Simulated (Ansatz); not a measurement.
Something may be wrong with this Ansatz 0.2.0 calculation of PbSe (Clausthalite).

Contents of input.yaml:

```yaml
crystal:
  lattice:
    - [0.0, 3.06065, 3.06065]
    - [3.06065, 0.0, 3.06065]
    - [3.06065, 3.06065, 0.0]
  atoms:
    - { symbol: Pb, position: [0.0, 0.0, 0.0] }
    - { symbol: Se, position: [0.5, 0.5, 0.5] }
kpoints:
  mp_grid: { grid: [8, 8, 8] }
  band_path:
    path:
      - [0.0, 0.0, 0.0]
      - [0.5, 0.0, 0.5]
      - [0.5, 0.25, 0.75]
      - [0.375, 0.375, 0.75]
      - [0.0, 0.0, 0.0]
      - [0.5, 0.5, 0.5]
      - [0.625, 0.25, 0.625]
      - [0.5, 0.25, 0.75]
    npoints: 12
scf:
  occupations: { method: fermi_dirac, width: 0.3 }
  n_extra_bands: 0
  max_iter: 100
hamiltonian:
  xc: pbe
  pseudopotentials: { kind: all_electron, lapw: { basis_error: 0.001 } }
output:
  forces: true
  stress: true
  eigenvalues: true
```

Potentials or basis: all-electron LAPW, scalar-relativistic.

Command:

```bash
$ ansatz run input.yaml --threads 1 --pin off --max-ram 3072MiB --backend cpu --events-out ev --progress --plain --runs-dir out
```

Output:

```text
Error: inconsistent input (scf.n_extra_bands, scf.occupations.method): n_bands = 30 leaves no empty band above the 30 bands per channel that the deck's 60 electrons occupy, and the occupations search for the Fermi level (a smearing at a finite width, or tetrahedra): a level found among occupied bands alone can fill a metal as an insulator; raise scf.n_extra_bands until at least 31 bands are solved (omitted, it auto-derives to 38) (see scf.n_extra_bands in the input reference)
```

Problem. How did it end, and where is the flaw?

Solution. The input was rejected before any iteration. The input holds a flaw that was put in on purpose: too few bands (scf.n_extra_bands = 0; scf.occupations = method fermi_dirac, width 0.3).

A sound run on the same cell differs in these lines of the main input:
```diff
@@ -21 +21 @@
-    npoints: 12
+    npoints: 10
@@ -23,3 +23 @@
-  occupations: { method: fermi_dirac, width: 0.3 }
-  n_extra_bands: 0
-  max_iter: 100
+  occupations: { method: fermi_dirac, width: 0.05 }
```
